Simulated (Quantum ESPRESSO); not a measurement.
Consider CdO (Monteponite, Fm-3m).

```cif
data_structure
_symmetry_space_group_name_H-M 'P 1'
_symmetry_Int_Tables_number 1
_cell_length_a 3.3227
_cell_length_b 3.3227
_cell_length_c 3.3227
_cell_angle_alpha 60.000
_cell_angle_beta 60.000
_cell_angle_gamma 60.000
_cell_volume 25.94
loop_
_atom_site_label
_atom_site_type_symbol
_atom_site_fract_x
_atom_site_fract_y
_atom_site_fract_z
_atom_site_occupancy
Cd1 Cd 0.00000 0.00000 0.00000 1
O2 O 0.50000 0.50000 0.50000 1
```

Absorber: atom 1, with 6 O at 2.35 Å (octahedral, site symmetry m-3m). Method: Quantum ESPRESSO XSpectra, PBE, excited-electron core hole (neutral cell), 12-atom cell with 5.8 Å between holes, 5×5×5 k points, dipole transitions, Lorentzian half width 3.64 eV (not a setting of the program: the run's 0.4 eV curve was folded afterwards with a further Lorentzian).

Q: Where do the maxima of the Cd K edge fall?

Main maxima up to 30 eV above the zero (height): 7.9 eV (1.39) and 22.5 eV (0.89). A K edge sees empty p states on the absorber. 

The Cd K spectrum (energy from the energy zero of the input (xe0, at the border of filled and empty states); intensity scaled to a mean of 1 over the first 20 eV; folded afterwards to Lorentzian half width 3.64 eV; the points at xe0, where the cut of filled states can leave a spike, are interpolated):

```csv
E (eV),intensity
-2.0,0.33
-1.0,0.41
0.0,0.50
1.0,0.61
2.0,0.75
3.0,0.89
4.0,1.05
5.0,1.19
6.0,1.30
7.0,1.37
8.0,1.39
9.0,1.36
10.0,1.28
11.0,1.16
12.0,1.04
13.0,0.95
14.0,0.88
15.0,0.84
16.0,0.81
17.0,0.80
18.0,0.80
19.0,0.82
20.0,0.85
21.0,0.87
22.0,0.89
23.0,0.89
24.0,0.87
25.0,0.85
26.0,0.83
27.0,0.83
28.0,0.84
29.0,0.85
30.0,0.85
31.0,0.86
32.0,0.87
```

The holes are only 5.8 Å apart, so the shape is probably not converged with cell size; no larger cell was run here. The structure is a published determination, not relaxed.

[Banner, clock and machine lines of the logs are left out without a mark of their own.]

[Logs are printed without paths, hosts, clocks, repeated set-up lines and the standing remarks that a program may print on its own settings, such as how far it seeks lower states.]

[Hosts, paths, dates, database ids (printed as entryN), source tags and the programs' standing remarks are cut or masked in the printed files.]

[Lists of maxima count a maximum above −3 eV only where it reaches 4 % of the highest in the window and stands out from its surroundings by 2 % of it (1.5 % where it reaches 55 %); shoulders and weaker maxima are passed over, and of the rest the first, up to two pre-edge ones and the few strongest are named.]
